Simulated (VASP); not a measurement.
BeTe:

```
CELL_PARAMETERS angstrom
0.00000 2.77000 2.77000
2.77000 0.00000 2.77000
2.77000 2.77000 0.00000
ATOMIC_POSITIONS crystal
Te 0.75000 0.75000 0.75000
Be 0.00000 0.00000 0.00000
```

| Item | Value |
| --- | --- |
| Program | VASP 6.6.1 |
| Task | single point |
| Functional | PBE |
| Potentials or basis | VASP PAW PBE potentials, release 64 (Te, Be) |
| Cutoff | 520 eV |
| k mesh | 8 × 8 × 8 |
| Occupations | fermi-dirac, width 0.05 eV |
| Spin | no spin polarisation |

On this cell: pressure 4.5 GPa; largest force zero by symmetry; band gap on the k mesh 1.85 eV, indirect (least direct gap 3.56 eV).

The same run follows on a disturbed copy (atoms moved at random, drawn with an rms of 0.05 Å):

```xyz
2
Lattice="0.0000 2.7700 2.7700 2.7700 0.0000 2.7700 2.7700 2.7700 0.0000" Properties=species:S:1:pos:R:3 pbc="T T T"
Te    4.1278    4.1159    4.1877
Be   -0.0315    0.0191   -0.0231
```

Task: What does the disturbed cell give?

Result: The energy moves by +12.5 meV/atom; pressure 4.6 GPa; largest force 0.618 eV/Å; band gap on the k mesh 1.58 eV, indirect (least direct gap 3.16 eV).

Forces in eV/Å, atoms in the order of the input:
```
Te   0.043  0.445 -0.427
Be  -0.043 -0.445  0.427
```

Stress tensor (GPa, compression positive):
```
 4.71  1.29 -1.34
 1.29  4.60 -0.12
-1.34 -0.12  4.61
```

Caveats: spin-orbit coupling is left out, which moves the levels of the heavy elements.

A k mesh can miss the band edges.
